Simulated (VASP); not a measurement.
```xyz
2
Lattice="0.0000 3.1160 3.1160 3.1160 0.0000 3.1160 3.1160 3.1160 0.0000" Properties=species:S:1:pos:R:3 pbc="T T T"
Al     0.0000     0.0000     0.0000
Sb     4.6740     4.6740     4.6740
```

These are PBE GGA, VASP's PBE PAW potentials (set 64) (plane waves; VASP 6.6.1) values and carry that method's errors. Numerical set-up: 480 eV cut-off, 7×7×7 Γ-centred mesh, Gaussian smearing of 0.050 eV, potentials Al Sb.

Unless said otherwise, spin-orbit coupling is left out, though it shifts the bands of the heavy elements here.

**Question.** What does the run give for the energy per atom (σ→0), band gap (on the k-mesh) with the smallest direct gap where there is one?

**Answer.** 
The band gap (on the k-mesh) is 1.26 eV. The smallest direct gap (on the k-mesh) is 1.26 eV and the energy per atom (σ→0) comes out as -4.105 eV/atom.

The compound is AlSb in the zinc blende structure. It was relaxed first. The start is the result of an earlier pass.
